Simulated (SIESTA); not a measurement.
# C (P6_3/mmc) in SIESTA: a series of runs, part 2 of 2

SIESTA 5.4.2. The steps go on from the part before.

**3. Relaxation of cell and atoms, vdW-DF-cx, target pressure 20 GPa, at which the enthalpy is minimised**

The COD entry that gives the cell may itself be a prediction, so a difference from it is no test against experiment.

The input, C.fdf:

```
SystemName                      Carbon
SystemLabel                     C
NumberOfSpecies                 1
NumberOfAtoms                   12
%block ChemicalSpeciesLabel
  1   6 C
%endblock ChemicalSpeciesLabel

LatticeConstant                 1.0 Ang
%block LatticeVectors
     2.5221000000     0.0000000000     0.0000000000
    -1.2610500000     2.1842026709     0.0000000000
     0.0000000000     0.0000000000    12.3557000000
%endblock LatticeVectors
AtomicCoordinatesFormat         Fractional
%block AtomicCoordinatesAndAtomicSpecies
     0.6666666667     0.3333333333     0.3541700000  1  C
     0.3333333333     0.6666666667     0.8541700000  1  C
     0.6666666667     0.3333333333     0.1458300000  1  C
     0.3333333333     0.6666666667     0.6458300000  1  C
     0.6666666667     0.3333333333     0.4791700000  1  C
     0.3333333333     0.6666666667     0.9791700000  1  C
     0.6666666667     0.3333333333     0.0208300000  1  C
     0.3333333333     0.6666666667     0.5208300000  1  C
     0.0000000000     0.0000000000     0.8125000000  1  C
     0.0000000000     0.0000000000     0.3125000000  1  C
     0.0000000000     0.0000000000     0.6875000000  1  C
     0.0000000000     0.0000000000     0.1875000000  1  C
%endblock AtomicCoordinatesAndAtomicSpecies

%block kgrid.MonkhorstPack
    8   0   0  0.0
    0   8   0  0.0
    0   0   2  0.0
%endblock kgrid.MonkhorstPack
XC.Functional                   VDW
XC.Authors                      BH
PAO.BasisSize                   DZP
PAO.EnergyShift                 0.003 Ry
Mesh.Cutoff                     500 Ry
OccupationFunction              FD
ElectronicTemperature           0.05 eV
MaxSCFIterations                120
SCF.MustConverge                false
SCF.Mixer.Method                Pulay
SCF.Mixer.Weight                0.25
SCF.Mixer.History               8
SCF.DM.Tolerance                5.0e-05
SCF.H.Tolerance                 1.0e-03 eV
WriteForces                     true
Charge.Mulliken                 end
MD.TypeOfRun                    Broyden
MD.Steps                        40
MD.MaxForceTol                  0.02 eV/Ang
MD.MaxDispl                     0.1 Ang
WriteCoorStep                   true
AtomCoorFormatOut               Fractional
MD.VariableCell                 true
MD.MaxStressTol                 0.1 GPa
Target.Pressure                 20 GPa
```

Potentials or basis: PseudoDojo 0.4 standard (PBE files), DZP (energy shift 0.003 Ry).

Command:

```console
$ siesta < C.fdf > C.out 2>&1
```

Wall time 11 min (1 thread of Intel Xeon 6975P-C (Granite Rapids), shared host); peak memory 0.57 GiB.

Results (log left out):

| Quantity | Value |
| --- | --- |
| Free energy | -1964.1046 eV |
| Relaxed volume | 5.54 Å³/atom |
| Relaxed cell | a = 2.497 Å, b = 2.497 Å, c = 12.309 Å, α = 90.00°, β = 90.00°, γ = 120.00° |
| Space group after relaxing (to 0.05 Å) | P6_3/mmc (No. 194) |
| Energy change on relaxing (the enthalpy is what falls) | +10.5 meV/atom |
| Ionic steps | 6 |
| Pressure after relaxing | 20.0 GPa |
| Band gap on the k mesh | 4.57 eV, indirect (least direct gap 5.51 eV) |

Forces in eV/Å, atoms in the order of the input:
```
C    0.000  0.000 -0.001
C    0.000  0.000 -0.001
C    0.000  0.000  0.001
C    0.000  0.000  0.001
C    0.000  0.000  0.002
C    0.000  0.000  0.002
C    0.000  0.000 -0.002
C    0.000  0.000 -0.002
C    0.000  0.000  0.001
C    0.000  0.000  0.001
C    0.000  0.000 -0.001
C    0.000  0.000 -0.001
```

Stress tensor (GPa, compression positive):
```
19.98  0.00  0.00
 0.00 19.98  0.00
 0.00  0.00 20.09
```

Step by step:
| step | energy change (eV) | largest force (eV/Å) | pressure (GPa) | volume (Å³) |
| --- | --- | --- | --- | --- |
| 1 | 0.0000 | 0.3481 | 8.54 | 68.06 |
| 2 | 0.0429 | 0.1099 | 14.11 | 67.25 |
| 3 | 0.1033 | 0.1172 | 18.55 | 66.64 |
| 4 | 0.1219 | 0.0244 | 19.78 | 66.47 |
| 5 | 0.1257 | 0.0033 | 20.01 | 66.44 |
| 6 | 0.1258 | 0.0024 | 20.02 | 66.44 |

Final structure:
```
C
1.0
     2.49655    0.00000    0.00000
    -1.24827    2.16208    0.00000
     0.00000    0.00000   12.30895
C
12
Direct
  0.66667 0.33333 0.35488
  0.33333 0.66667 0.85488
  0.66667 0.33333 0.14512
  0.33333 0.66667 0.64512
  0.66667 0.33333 0.47922
  0.33333 0.66667 0.97922
  0.66667 0.33333 0.02078
  0.33333 0.66667 0.52078
  0.00000 0.00000 0.81305
  0.00000 0.00000 0.31305
  0.00000 0.00000 0.68695
  0.00000 0.00000 0.18695
```

Levels at points of the mesh, in eV from the valence-band top:
```tsv
k point	band 22	band 23	band 24	band 25	band 26	band 27
(0.00, 0.00, 0.00)	-0.17	0.00	0.00	5.51	5.51	5.66
(0.50, 0.00, 0.00)	-4.15	-3.72	-2.99	4.76	5.39	5.46
(0.00, 0.50, 0.00)	-4.15	-3.72	-2.99	4.76	5.39	5.46
(0.50, 0.50, 0.00)	-4.15	-3.72	-2.99	4.76	5.39	5.46
(0.00, 0.00, 0.50)	-0.33	-0.33	-0.33	5.91	5.91	5.91
(0.50, 0.00, 0.50)	-3.88	-3.34	-3.34	4.93	4.93	6.04
(0.00, 0.50, 0.50)	-3.88	-3.34	-3.34	4.93	4.93	6.04
(0.50, 0.50, 0.50)	-3.88	-3.34	-3.34	4.93	4.93	6.04
```

Caveat: the potentials were made for another functional, which shifts forces and pressure; the basis of atomic orbitals isn't converged, which shifts pressures, moduli and gaps. A k mesh can miss the band edges.
